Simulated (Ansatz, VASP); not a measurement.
# One calculation of AlN, two programs

File INCAR:

```
SYSTEM = AlN
  PREC = Accurate
  ENCUT = 520
  EDIFF = 1E-6
  ISMEAR = 0
  SIGMA = 0.01
  LREAL = .False.
  LASPH = .True.
  NELM = 100
  ALGO = Normal
  ISIF = 2
  LWAVE = .False.
  LCHARG = .True.
  GGA = PS
  LELF = .True.
  LVHAR = .True.
  NBANDS = 11
```

File KPOINTS:

```
Automatic mesh
0
Gamma
  6 6 6
  0 0 0
```

Contents of POSCAR:

```
AlN
1.0
    0.0000000000      1.9690000000      1.9690000000
    1.9690000000      0.0000000000      1.9690000000
    1.9690000000      1.9690000000      0.0000000000
Al N
1 1
Direct
    0.0000000000      0.0000000000      0.0000000000
    0.5000000000      0.5000000000      0.5000000000
```

Input for Ansatz:

```yaml
crystal:
  lattice:
    - [0.0, 1.969, 1.969]
    - [1.969, 0.0, 1.969]
    - [1.969, 1.969, 0.0]
  atoms:
    - { symbol: Al, position: [0.0, 0.0, 0.0] }
    - { symbol: "N", position: [0.5, 0.5, 0.5] }
kpoints:
  mp_grid:
    grid: [6, 6, 6]
hamiltonian:
  xc: pbesol
scf:
  occupations:
    method: fixed
output:
  eigenvalues: true
```

Measurements of this composition are mostly on another form, of space group No. 186.

Alike in both runs: task single point; functional PBEsol; k mesh 6 × 6 × 6; no spin polarisation.

```csv
,VASP,Ansatz
version,VASP 6.6.1,Ansatz 0.2.0
potentials or method,"VASP PAW PBE potentials, release 64 (Al, N)","plane waves, PAW"
plane-wave cutoff (eV),520,420
occupations,"gaussian, width 0.01 eV",fixed
valence electrons in the cell,8,8
```

```tsv
	VASP	Ansatz	Ansatz less VASP
gap on the k mesh at the Fermi level (eV)	4.98	4.98	0.000
```

Caveats: the k mesh is coarse (spacing up to 0.46 Å⁻¹), so the values aren't converged. A k mesh can miss the band edges.
